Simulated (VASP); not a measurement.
## AlCo: relaxation of cell and atoms with PBEsol

Crystal: AlCo.

```
CELL_PARAMETERS angstrom
2.82258 0.00000 0.00000
0.00000 2.82258 0.00000
0.00000 0.00000 2.82258
ATOMIC_POSITIONS crystal
Al 0.00000 0.00000 0.00000
Co 0.50000 0.50000 0.50000
```

The cell is a database's computed one.

| Property | Result |
| --- | --- |
| Program | VASP 6.6.1 |
| Task | relaxation of cell and atoms |
| Functional | PBEsol |
| Potentials or basis | VASP PAW PBE potentials, release 64 (Al, Co) |
| Cutoff | 600 eV |
| k mesh | 14 × 14 × 14 |
| Occupations | methfessel-paxton, width 0.1 eV |
| Spin | no spin polarisation |
| Further INCAR settings | ALGO = Normal; EDIFF = 1e-07; IBRION = 2; EDIFFG = -0.005; NSW = 90; ISIF = 3 |

```
Pressure after relaxing : 0.0 GPa
Band gap on the k mesh  : none (metal or under the smearing width)
```

Final structure:
```cif
data_structure
_symmetry_space_group_name_H-M 'P 1'
_symmetry_Int_Tables_number 1
_cell_length_a 2.8226
_cell_length_b 2.8226
_cell_length_c 2.8226
_cell_angle_alpha 90.000
_cell_angle_beta 90.000
_cell_angle_gamma 90.000
_cell_volume 22.49
loop_
_atom_site_label
_atom_site_type_symbol
_atom_site_fract_x
_atom_site_fract_y
_atom_site_fract_z
_atom_site_occupancy
Al1 Al 0.00000 0.00000 0.00000 1
Co1 Co 0.50000 0.50000 0.50000 1
```

Levels at points of the mesh, in eV from the Fermi level:
```csv
k point,band 4,band 5,band 6,band 7,band 8,band 9
"(0.00, 0.00, 0.00)",-0.88,-0.88,-0.88,6.08,6.08,6.08
"(0.50, 0.00, 0.00)",-1.80,-1.80,-0.77,0.15,8.42,10.71
"(0.50, 0.50, 0.00)",-2.76,-1.59,-1.59,-0.30,2.45,3.64
"(0.50, 0.50, 0.50)",-0.26,-0.26,2.33,2.33,2.33,4.38
```

Run time: 10 s on 1 thread of Intel(R) Xeon(R) Platinum 8375C CPU @ 2.90GHz (Ice Lake), on a shared host, peak memory 0.17 GiB.

Caveat: the relaxation stopped at its first step, so nothing moved; the PAW data sets were made with another functional, which shifts forces and pressure a little. Spin polarisation is off, so any magnetic state and its effect on volume and gap are missing.
